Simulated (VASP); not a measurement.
# CdTe (F-43m) in VASP: settings compared

Aim: see how the results for CdTe move with the level of theory and the settings. Levels: PBE+D3(BJ), BLYP. Tasks: single point.

Everything below comes from runs of VASP 6.6.1. Logs are shortened: lines on timing, memory, paths and dates and some standing lists are left out, and cuts for length are marked.

**What was measured.**

From a printed reference work, data compilation, for a bulk crystal of CdTe at 0 K: band gap 1.607 eV.

The runs below are set against these values where they give the same quantity.

### 1 The cell of the first run

Symmetry: F-43m, No. 216, cubic system. The conventional cell has a = 6.494 Å, b = 6.494 Å, c = 6.494 Å, α = 90.00°, β = 90.00°, γ = 90.00°. Within 3.7 Å of Te (site symmetry -43m) lie 4 Cd at 2.81 Å. Within 3.7 Å of Cd (site symmetry -43m) lie 4 Te at 2.81 Å.

### 2 Single point, PBE+D3(BJ)

INCAR

```
SYSTEM = CdTe
PREC = Accurate
ENCUT = 520
EDIFF = 1E-7
ISMEAR = -1
SIGMA = 0.05
LREAL = .False.
LASPH = .True.
NELM = 80
ALGO = Normal
ISIF = 2
LWAVE = .False.
LCHARG = .False.
GGA = PE
IVDW = 12
NBANDS = 16
```

KPOINTS

```
regular mesh
0
Gamma
  7 7 7
  0 0 0
```

POSCAR

```
CdTe
1.0
    0.0000000000      3.2471758892      3.2471758892
    3.2471758892      0.0000000000      3.2471758892
    3.2471758892      3.2471758892      0.0000000000
Te Cd
1 1
Direct
    0.7500000000      0.7500000000      0.7500000000
    0.0000000000      0.0000000000      0.0000000000
```

Potentials or basis: VASP PAW PBE potentials, release 64 (Te, Cd).

Started as:

```console
$ cat potpaw_PBE.64/Te/POTCAR potpaw_PBE.64/Cd/POTCAR > POTCAR
$ mpirun -np 1 vasp_std > vasp.out
```

OUTCAR:

```text
SYSTEM = CdTe
   PREC = Accurate
   ENCUT = 520
   EDIFF = 1E-7
   ISMEAR = -1
   LREAL = .False.
   LASPH = .True.
   NELM = 80
   ISIF = 2
   GGA = PE
   IVDW = 12
 IVDW          = 12

 ion  position               nearest neighbor table
   1  0.750  0.750  0.750-   2 2.81   2 2.81   2 2.81   2 2.81
   2  0.000  0.000  0.000-   1 2.81   1 2.81   1 2.81   1 2.81

  LATTYP: Found a face centered cubic cell.
 ALAT       =     6.4943517784

  Lattice vectors:

 A1 = (   0.0000000000,   3.2471758892,   3.2471758892)
 A2 = (   3.2471758892,   0.0000000000,   3.2471758892)
 A3 = (   3.2471758892,   3.2471758892,   0.0000000000)

Analysis of symmetry for initial positions (statically):
=====================================================================
 Subroutine PRICEL returns:
 Original cell was already a primitive cell.

 Routine SETGRP: Setting up the symmetry group for a
 face centered cubic supercell.

 Subroutine GETGRP returns: Found 24 space group operations
 (whereof 24 operations were pure point group operations)
 out of a pool of 48 trial point group operations.

The static configuration has the point symmetry T_d .

Analysis of symmetry for dynamics (positions and initial velocities):
=====================================================================
 Subroutine PRICEL returns:
 Original cell was already a primitive cell.

 Routine SETGRP: Setting up the symmetry group for a
 face centered cubic supercell.

 Subroutine GETGRP returns: Found 24 space group operations
 (whereof 24 operations were pure point group operations)
 out of a pool of 48 trial point group operations.

The dynamic configuration has the point symmetry T_d .

 Subroutine INISYM returns: Found 24 space group operations
 (whereof 24 operations are pure point group operations),
 and found     1 'primitive' translations

----------------------------------------------------------------------------------------

                                     Primitive cell

  volume of cell :      68.4774

  direct lattice vectors                    reciprocal lattice vectors
     0.000000000  3.247175889  3.247175889    -0.153979956  0.153979956  0.153979956
     3.247175889  0.000000000  3.247175889     0.153979956 -0.153979956  0.153979956
     3.247175889  3.247175889  0.000000000     0.153979956  0.153979956 -0.153979956

  length of vectors
     4.592200182  4.592200182  4.592200182     0.266701107  0.266701107  0.266701107

  position of ions in fractional coordinates (direct lattice)
     0.750000000  0.750000000  0.750000000
     0.000000000  0.000000000  0.000000000

  ion indices of the primitive-cell ions
   primitive index   ion index
                 1           1
                 2           2

----------------------------------------------------------------------------------------

 KPOINTS: regular mesh

Automatic generation of k-mesh.
 Grid dimensions read from file:
 generate k-points for:    7    7    7

 Generating k-lattice:

  Cartesian coordinates                     Fractional coordinates (reciprocal lattice)
    -0.021997137  0.021997137  0.021997137     0.142857143  0.000000000  0.000000000
     0.021997137 -0.021997137  0.021997137     0.000000000  0.142857143  0.000000000
     0.021997137  0.021997137 -0.021997137     0.000000000  0.000000000  0.142857143

  Length of vectors
     0.038100158  0.038100158  0.038100158

  Shift w.r.t. Gamma in fractional coordinates (k-lattice)
     0.000000000  0.000000000  0.000000000

 Subroutine IBZKPT returns following result:
 ===========================================

 Found     20 irreducible k-points:

 Following reciprocal coordinates:
            Coordinates               Weight
  0.000000  0.000000  0.000000      1.000000
  0.142857  0.000000  0.000000      8.000000
  0.285714  0.000000  0.000000      8.000000
  0.428571  0.000000  0.000000      8.000000
  0.142857  0.142857  0.000000      6.000000
  0.285714  0.142857  0.000000     24.000000
[... 12 lines left out ...]
 -0.428571  0.428571  0.142857     24.000000
 -0.285714  0.428571  0.142857     24.000000
   k-points           NKPTS =     20   k-points in BZ     NKDIM =     20   number of bands    NBANDS=     16
   number of dos      NEDOS =    301   number of ions     NIONS =      2
   total plane-waves  NPLWV =  46656
   dimension x,y,z NGX =    36 NGY =   36 NGZ =   36
   dimension x,y,z NGXF=    72 NGYF=   72 NGZF=   72
   ions per type =               1   1
   NGX,Y,Z   is equivalent  to a cutoff of  13.03, 13.03, 13.03 a.u.
   NGXF,Y,Z  is equivalent  to a cutoff of  26.07, 26.07, 26.07 a.u.
 SYSTEM =  CdTe
   PREC   = accura    normal or accurate (medium, high low for compatibility)
   ISTART =      0    job   : 0-new  1-cont  2-samecut
   ICHARG =      2    charge: 1-file 2-atom 10-const
   ISPIN  =      1    spin polarized calculation?
   LNONCOLLINEAR =      F non collinear calculations
   LSORBIT =      F    spin-orbit coupling
   LASPH  =      T    aspherical Exc in radial PAW
   ENCUT  =  520.0 eV  38.22 Ry    6.18 a.u.   8.54  8.54  8.54*2*pi/ulx,y,z
   NELM   =     80;   NELMIN=  2; NELMDL= -5     # of ELM steps
   EDIFF  = 0.1E-06   stopping-criterion for ELM
   LREAL  =      F    real-space projection
   EDIFFG = 0.1E-05   stopping-criterion for IOM
   NSW    =      0    number of steps for IOM
   IBRION =     -1    ionic relax: 0-MD 1-quasi-New 2-CG
   NFREE  =      0    steps in history (QN), initial steepest desc. (CG)
   ISIF   =      2    stress and relaxation
   ISYM   =      2    0-nonsym 1-usesym 2-fastsym
   POTIM  = 0.5000    time-step for ionic-motion
   TEBEG  =    0.0;   TEEND  =   0.0 temperature during run
   PSTRESS=    0.0 pullay stress
   NELECT =      18.0000    total number of electrons
   NUPDOWN=      -1.0000    fix difference up-down
   EMIN   =  10.00;   EMAX   =-10.00  energy-range for DOS
   EFERMI =   0.00;   METHOD = LEGACY
   ISMEAR =    -1;   SIGMA  =   0.05  broadening in eV -4-tet -1-fermi 0-gaus
   EFERMI_NEDOS =   21; number of points for ismear=-14 and -15
   IALGO  =     38    algorithm
   IMIX   =      4    mixing-type and parameters
     AMIX     =   0.40;   BMIX     =  1.00
     AMIX_MAG =   1.60;   BMIX_MAG =  1.00
  volume/ion in A,a.u.               =      34.24       231.05
  Fermi-wavevector in a.u.,A,eV,Ry     =   1.048697  1.981749 14.963205  1.099765
  Thomas-Fermi vector in A             =   2.183629
   LORBIT       =      0    0 simple, 1 ext, 2 COOP (PROOUT), +10 PAW based schemes
   GGA     = PE    functional components
   LHFCALC =     F    Hartree Fock is set to
   AEXX    =    0.0000 exact exchange contribution
   IVDW    =    12    specifies the selected vdW correction
   LEPSILON=     F    determine dielectric tensor
   LRPA    =     F    only Hartree local field effects (RPA)
 non-spin polarized calculation
  energy-cutoff  :      520.00
  volume of cell :       68.48
 maximum number of plane-waves:      1868
 NGX is ok and might be reduce to    36
   NGX = 17   NGY = 17   NGZ = 17

 number of electron      17.9999998 magnetization

 Free energy of the ion-electron system (eV)
  ---------------------------------------------------
  ext. energy  EPLUGINS =         0.00000000
  ---------------------------------------------------
  free energy    TOTEN  =        -4.78071885 eV

  energy without entropy =       -4.78071357  energy(sigma->0) =       -4.78071621

 E-fermi :   2.7000     XC(G=0):  -8.5565

 val. band max:        2.2918872691   @ k =   0.0000   0.0000   0.0000
 cond. band min:       3.0440104889   @ k =   0.0000   0.0000   0.0000
 fundamental gap:      0.7521232197
 Fermi energy:         2.6999692928

 k-point     1 :       0.0000    0.0000    0.0000
  band No.  band energies     occupation
      1      -8.8458      2.00000
      2      -5.9746      2.00000
      3      -5.9746      2.00000
      4      -5.9746      2.00000
      5      -5.7187      2.00000
      6      -5.7187      2.00000
[... 8 lines left out ...]
     15      11.6382      0.00000
     16      11.6382      0.00000

 k-point     2 :       0.1429    0.0000    0.0000
  band No.  band energies     occupation
      1      -8.7719      2.00000
      2      -5.9606      2.00000
      3      -5.9606      2.00000
      4      -5.9146      2.00000
      5      -5.7197      2.00000
      6      -5.7197      2.00000
[... 8 lines left out ...]
     15      10.8532      0.00000
     16      10.8532      0.00000

 k-point     3 :       0.2857    0.0000    0.0000
  band No.  band energies     occupation
      1      -8.6055      2.00000
      2      -5.9326      2.00000
      3      -5.9326      2.00000
      4      -5.7180      2.00000
      5      -5.7180      2.00000
      6      -5.7127      2.00000
[... 8 lines left out ...]
     15      10.8669      0.00000
     16      10.8669      0.00000

 k-point     4 :       0.4286    0.0000    0.0000
  band No.  band energies     occupation
      1      -8.4743      2.00000
      2      -5.9146      2.00000
      3      -5.9146      2.00000
      4      -5.7113      2.00000
      5      -5.7113      2.00000
      6      -5.4292      2.00000
[... 8 lines left out ...]
     15      12.0752      0.00000
     16      12.0752      0.00000
[... 248 lines left out ...]
 k-point    18 :      -0.4286    0.2857    0.1429
  band No.  band energies     occupation
      1      -8.3970      2.00000
      2      -5.8824      2.00000
      3      -5.8707      2.00000
      4      -5.7429      2.00000
      5      -5.7115      2.00000
      6      -5.2992      2.00000
[... 8 lines left out ...]
     15      12.2441      0.00000
     16      13.1760      0.00000

 k-point    19 :      -0.4286    0.4286    0.1429
  band No.  band energies     occupation
      1      -8.3567      2.00000
      2      -5.8484      2.00000
      3      -5.8473      2.00000
      4      -5.7729      2.00000
      5      -5.7014      2.00000
      6      -5.2406      2.00000
[... 8 lines left out ...]
     15      12.9893      0.00000
     16      13.7696      0.00000

 k-point    20 :      -0.2857    0.4286    0.1429
  band No.  band energies     occupation
      1      -8.3473      2.00000
      2      -5.8621      2.00000
      3      -5.8479      2.00000
      4      -5.7493      2.00000
      5      -5.7151      2.00000
      6      -5.1768      2.00000
[... 8 lines left out ...]
     15      12.4302      0.00000
     16      14.2373      0.00000

------------------------ aborting loop because EDIFF is reached ----------------------------------------

 Edisp (eV)   -0.67884

 E8    (eV) :    -0.3048

  FORCE on cell =-STRESS in cart. coord.  units (eV):
  Direction    XX          YY          ZZ          XY          YZ          ZX
  --------------------------------------------------------------------------------------
  -------------------------------------------------------------------------------------
  Total       0.23679     0.23679     0.23679     0.00000     0.00000     0.00000
  in kB       5.54011     5.54011     5.54011     0.00000     0.00000     0.00000
  external pressure =        5.54 kB  Pullay stress =        0.00 kB

 VOLUME and BASIS-vectors are now :
 -----------------------------------------------------------------------------
  energy-cutoff  :      520.00
  volume of cell :       68.48
      direct lattice vectors                 reciprocal lattice vectors
     0.000000000  3.247175889  3.247175889    -0.153979956  0.153979956  0.153979956
     3.247175889  0.000000000  3.247175889     0.153979956 -0.153979956  0.153979956
     3.247175889  3.247175889  0.000000000     0.153979956  0.153979956 -0.153979956

 POSITION                                       TOTAL-FORCE (eV/Angst)
 -----------------------------------------------------------------------------------
      4.87076      4.87076      4.87076        -0.000000     -0.000000     -0.000000
      0.00000      0.00000      0.00000         0.000000      0.000000      0.000000
 -----------------------------------------------------------------------------------
    total drift:                                0.000000      0.000000      0.000000

  FREE ENERGIE OF THE ION-ELECTRON SYSTEM (eV)
  ---------------------------------------------------
  free  energy   TOTEN  =        -5.4595600113 eV

  energy  without entropy=       -5.4595547293  energy(sigma->0) =       -5.45955737
```

Wall time 35 s (1 thread of AMD EPYC 7R43 (Zen 3), shared host); peak memory 0.18 GiB.

What came out:

```
Free energy                : -5.4596 eV
Pressure                   : 0.6 GPa
Band gap on the k mesh     : 0.75 eV
Dispersion energy per atom : -0.339 eV
```

Levels at points of the mesh, in eV from the valence-band top:
```tsv
k point	band 6	band 7	band 8	band 9	band 10	band 11	band 12	band 13
(0.00, 0.00, 0.00)	-8.01	0.00	0.00	0.00	0.75	4.61	4.61	4.61
```

Caveat: spin-orbit coupling is left out, which moves the levels of the heavy elements.

### 3 Single point, PBE+D3(BJ)

This run uses another cell than the first one, of 34.90 Å³/atom.

INCAR

```
  ALGO = Normal
  EDIFF = 1E-6
  ENCUT = 520
  GGA = PE
  ISIF = 2
  ISMEAR = -1
  IVDW = 12
  LASPH = True
  LCHARG = True
  LELF = True
  LREAL = False
  LVHAR = True
  LWAVE = False
  NBANDS = 16
  NELM = 100
  PREC = Accurate
  SIGMA = 0.05
```

KPOINTS

```
k-points
0
Gamma
  7 7 7
```

POSCAR

```
CdTe
1.0
    0.0000000000      3.2678590959      3.2678590959
    3.2678590959      0.0000000000      3.2678590959
    3.2678590959      3.2678590959      0.0000000000
Te Cd
1 1
Direct
    0.7500000000      0.7500000000      0.7500000000
    0.0000000000      0.0000000000      0.0000000000
```

Potentials or basis: VASP PAW PBE potentials, release 64 (Te, Cd).

Started as:

```console
$ cat potpaw_PBE.64/Te/POTCAR potpaw_PBE.64/Cd/POTCAR > POTCAR
$ mpirun -np 1 vasp_std > vasp.out
```

OUTCAR:

```text
EDIFF = 1E-6
   ENCUT = 520
   GGA = PE
   ISIF = 2
   ISMEAR = -1
   IVDW = 12
   LASPH = True
   LREAL = False
   NELM = 100
   PREC = Accurate
 IVDW          = 12

 ion  position               nearest neighbor table
   1  0.750  0.750  0.750-   2 2.83   2 2.83   2 2.83   2 2.83
   2  0.000  0.000  0.000-   1 2.83   1 2.83   1 2.83   1 2.83

  LATTYP: Found a face centered cubic cell.
 ALAT       =     6.5357181918

  Lattice vectors:

[... 558 lines left out ...]

------------------------ aborting loop because EDIFF is reached ----------------------------------------

 Edisp (eV)   -0.66383

 E8    (eV) :    -0.2977

  FORCE on cell =-STRESS in cart. coord.  units (eV):
  Direction    XX          YY          ZZ          XY          YZ          ZX
  --------------------------------------------------------------------------------------
  -------------------------------------------------------------------------------------
  Total      -0.09472    -0.09472    -0.09472    -0.00000     0.00000     0.00000
  in kB      -2.17446    -2.17446    -2.17446    -0.00000     0.00000     0.00000
  external pressure =       -2.17 kB  Pullay stress =        0.00 kB

 VOLUME and BASIS-vectors are now :
 -----------------------------------------------------------------------------
  energy-cutoff  :      520.00
  volume of cell :       69.79
      direct lattice vectors                 reciprocal lattice vectors
     0.000000000  3.267859096  3.267859096    -0.153005373  0.153005373  0.153005373
     3.267859096  0.000000000  3.267859096     0.153005373 -0.153005373  0.153005373
     3.267859096  3.267859096  0.000000000     0.153005373  0.153005373 -0.153005373

 POSITION                                       TOTAL-FORCE (eV/Angst)
 -----------------------------------------------------------------------------------
      4.90179      4.90179      4.90179         0.000000     -0.000000     -0.000000
      0.00000      0.00000      0.00000        -0.000000      0.000000      0.000000
 -----------------------------------------------------------------------------------
    total drift:                                0.000000      0.000000      0.000000

  FREE ENERGIE OF THE ION-ELECTRON SYSTEM (eV)
  ---------------------------------------------------
  free  energy   TOTEN  =        -5.4609036466 eV

  energy  without entropy=       -5.4608947224  energy(sigma->0) =       -5.46089918
```

stdout:

```text
POSCAR found type information on POSCAR TeCd
 POSCAR found :  2 types and       2 ions
 scaLAPACK will be used
 LDA part: xc-table for (Slater+PW92), standard interpolation
 POSCAR, INCAR and KPOINTS ok, starting setup
 FFT: planning ... GRIDC
 FFT: planning ... GRID_SOFT
 FFT: planning ... GRID
 WAVECAR not read
 entering main loop
```

It took 37 s on 1 thread of AMD EPYC 7R43 (Zen 3), shared host; peak memory 0.19 GiB.

Results:

```
Free energy                : -5.4609 eV
Pressure                   : -0.2 GPa
Band gap on the k mesh     : 0.69 eV
Dispersion energy per atom : -0.332 eV
```

Levels at points of the mesh, in eV from the valence-band top:
```tsv
k point	band 6	band 7	band 8	band 9	band 10	band 11	band 12	band 13
(0.00, 0.00, 0.00)	-7.96	0.00	0.00	0.00	0.69	4.62	4.62	4.62
```

Caveat: spin-orbit coupling is left out, which moves the levels of the heavy elements.

[end of part 1 of 2]
